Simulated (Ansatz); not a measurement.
# CuI: alloy series

Start from CuI in the zinc blende structure (space group F-43m, No. 216).

```
CELL_PARAMETERS angstrom
      0.00000     3.03967     3.03967
      3.03967     0.00000     3.03967
      3.03967     3.03967     0.00000
ATOMIC_POSITIONS crystal
  I  0.75000 0.75000 0.75000
  Cu 0.00000 0.00000 0.00000
```

The other end (x = 1) is AgI in the zinc blende structure (space group F-43m, No. 216): 36.40 Å³/atom, gap 1.34 eV.

Ag replaces a fraction x of Cu; each row is one arrangement (x, atoms in the cell, starting space group or random), fully relaxed.

Level of theory: Kohn–Sham DFT with the PBE functional, run in Ansatz (a first-principles code) with PAW and 420 eV plane waves, no spin-orbit coupling.

```json
[
 {"change": "base", "band gap": "1.10 eV", "shortest interatomic distance": "2.632 Å"},
 {"change": "x(Ag) = 0.25, 8 atoms, P-43m", "band gap": "1.04 eV", "shortest interatomic distance": "[?]"},
 {"change": "x(Ag) = 0.25, 8 atoms, Amm2", "band gap": "1.01 eV", "shortest interatomic distance": "2.632 Å"},
 {"change": "x(Ag) = 0.25, 8 atoms, P-4m2", "band gap": "1.00 eV", "shortest interatomic distance": "2.638 Å"},
 {"change": "x(Ag) = 0.5, 4 atoms, P-4m2", "band gap": "1.01 eV", "shortest interatomic distance": "[?]"},
 {"change": "x(Ag) = 0.75, 8 atoms, Pmm2", "band gap": "1.06 eV", "shortest interatomic distance": "2.641 Å"},
 {"change": "x(Ag) = 0.75, 8 atoms, Amm2", "band gap": "1.07 eV", "shortest interatomic distance": "[?]"},
 {"change": "x(Ag) = 0.75, 8 atoms, P-4m2", "band gap": "1.06 eV", "shortest interatomic distance": "2.669 Å"}
]
```

Q: Some entries are withheld; estimate them.

A: 
- x(Ag) = 0.25, 8 atoms, P-43m, shortest interatomic distance: 2.649 Å
- x(Ag) = 0.5, 4 atoms, P-4m2, shortest interatomic distance: 2.651 Å
- x(Ag) = 0.75, 8 atoms, Amm2, shortest interatomic distance: 2.656 Å

These are small ordered cells, not random alloys; other orderings at the same x differ. With I present, leaving out spin-orbit coupling can change the band edges. Whether these cells are dynamically stable was not tested. All final runs are without spin polarisation.
